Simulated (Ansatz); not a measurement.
**Crystal structures of rhenium under revPBE**

Theory: Ansatz, DFT, revPBE, plane waves (420 eV) with PAW, scalar-relativistic. The PAW files were generated under PBE, with cores re-solved for the functional.

Each structure is relaxed within its own symmetry, so a high-lying one may be dynamically unstable.

| structure | ΔE (meV/atom) | V (Å³/atom) | cell | magnetic state |
| --- | --- | --- | --- | --- |
| dhcp | -1 | 15.06 | a = 2.784 Å, c = 8.975 Å (c/a = 3.224) | spin not included |
| hcp | 0 | 15.07 | a = 2.784 Å, c = 4.491 Å (c/a = 1.613) | spin not included |
| fcc | 62 | 15.12 | a = 3.925 Å | spin not included |
| A15 | 170 | 15.30 | a = 4.965 Å | spin not included |
| omega (AlB2-type) | 174 | 15.32 | a = 4.391 Å, c = 2.752 Å (c/a = 0.627) | spin not included |
| bcc | 300 | 15.21 | a = 3.121 Å | spin not included |
| simple cubic | 1371 | 17.34 | a = 2.588 Å | spin not included |
| diamond | 1567 | 22.79 | a = 5.670 Å | spin not included |

ΔE counts from hcp.

Differences under about 8 meV lie within the error of the k-point mesh.
